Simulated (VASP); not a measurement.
Crystal: CaSe.

```
CELL_PARAMETERS angstrom
0.00000 3.26382 3.26382
3.26382 0.00000 3.26382
3.26382 3.26382 0.00000
ATOMIC_POSITIONS crystal
Ca 0.00000 0.00000 0.00000
Se 0.25000 0.25000 0.25000
```

The cell was built by a generator and needn't be a form met in nature.

The cell isn't the ideal one: hydrostatic strain -0.5%.

Base run:

| Property | Result |
| --- | --- |
| Program | VASP 6.6.1 |
| Functional | HSE06 |
| Potentials or basis | VASP PAW PBE potentials, release 64 (Ca_sv, Se) |
| Cutoff | 520 eV |
| k mesh | 4 × 4 × 4 |
| Occupations | gaussian, width 0.01 eV |
| Spin | no spin polarisation |

Its results: band gap on the k mesh 4.14 eV, indirect (least direct gap 4.23 eV); pressure 0.8 GPa.

**Question.** The run is repeated on the same cell with these changes: functional from HSE06 to r2SCAN; k mesh from 4 × 4 × 4 to 6 × 6 × 6. What comes out?

**Answer.** Band gap on the k mesh 3.74 eV, indirect (least direct gap 3.83 eV); pressure 0.7 GPa.

Several settings changed at once, so the effect can't be laid on one alone.

Caveats: the PAW data sets were made with another functional, which shifts forces and pressure a little.

A k mesh can miss the band edges.
